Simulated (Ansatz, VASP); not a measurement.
One calculation of BN, two programs

INCAR

```
SYSTEM = BN
  PREC = Accurate
  ENCUT = 520
  EDIFF = 1E-7
  ISMEAR = 0
  SIGMA = 0.01
  LREAL = .FALSE.
  LASPH = .TRUE.
  NELM = 100
  ALGO = Normal
  ISIF = 2
  LWAVE = .FALSE.
  LCHARG = .TRUE.
  GGA = PE
  LELF = .TRUE.
  LVHAR = .TRUE.
  NBANDS = 16
```

File KPOINTS:

```
Automatic mesh
0
G
  12 12 6
  0 0 0
```

File POSCAR:

```
BN
1.0
    2.4913353474      0.0000000000      0.0000000000
   -1.2456676737      2.1575597002      0.0000000000
    0.0000000000      0.0000000000      4.0010591824
B N
2 2
Direct
    0.0000000000      0.0000000000      0.0000000000
    0.0000000000      0.0000000000      0.5000000000
    0.3333333333      0.6666666667      0.2500000000
    0.6666666667      0.3333333333      0.7500000000
```

Input for Ansatz:

```yaml
crystal:
  lattice:
    - [2.4913353474, 0.0, 0.0]
    - [-1.2456676737, 2.1575597002, 0.0]
    - [0.0, 0.0, 4.0010591824]
  atoms:
    - { symbol: B, position: [0.0, 0.0, 0.0] }
    - { symbol: B, position: [0.0, 0.0, 0.5] }
    - { symbol: "N", position: [0.3333333333, 0.6666666667, 0.25] }
    - { symbol: "N", position: [0.6666666667, 0.3333333333, 0.75] }
kpoints:
  mp_grid: { grid: [12, 12, 6] }
hamiltonian:
  xc: pbe
scf:
  occupations: { method: fixed }
output:
  optics: { e_range: [0, 13], de: 0.05, sigma: 0.1 }
```

Alike in both runs: task single point; functional PBE; k mesh 12 × 12 × 6; no spin polarisation.

|  | VASP | Ansatz |
| --- | --- | --- |
| version | VASP 6.6.1 | Ansatz 0.2.0 |
| potentials or method | VASP PAW PBE potentials, release 64 (B, N) | plane waves, PAW |
| plane-wave cutoff (eV) | 520 | 420 |
| occupations | gaussian, width 0.01 eV | fixed |
| valence electrons in the cell | 16 | 16 |

|  | VASP | Ansatz | Ansatz less VASP |
| --- | --- | --- | --- |
| gap on the k mesh at the Fermi level (eV) | 1.58 | 1.58 | 0.000 |

A k mesh can miss the band edges.
